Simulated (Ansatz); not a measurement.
Input of an Ansatz 0.2.0 run:

input.yaml

```yaml
crystal:
  lattice:
    - [-1.66395, 1.66395, 1.66395]
    - [1.66395, -1.66395, 1.66395]
    - [1.66395, 1.66395, -1.66395]
  atoms:
    - { symbol: Nb, position: [0.0, 0.0, 0.0] }
kpoints:
  mp_grid: { grid: [11, 11, 11] }
  band_path:
    path:
      - [0.0, 0.0, 0.0]
      - [0.5, -0.5, 0.5]
      - [0.0, 0.0, 0.5]
      - [0.0, 0.0, 0.0]
      - [0.25, 0.25, 0.25]
      - [0.5, -0.5, 0.5]
    npoints: 12
scf:
  occupations: { method: fermi_dirac, width: 0.05 }
hamiltonian:
  xc: pbesol
  pseudopotentials: { kind: all_electron, lapw: { basis_error: 0.001 } }
output:
  forces: true
  stress: true
  eigenvalues: true
```

Potentials or basis: all-electron LAPW, scalar-relativistic.

The run is started by

```bash
$ ansatz run input.yaml --threads 1 --pin off --max-ram 3072MiB --backend cpu --events-out ev --progress --plain --runs-dir out
```

(1) What does it give for the band gap along the path?

(2) Estimate the pressure.

Answers

(1) none (metal or under the smearing width).

(2) -7.8 GPa.
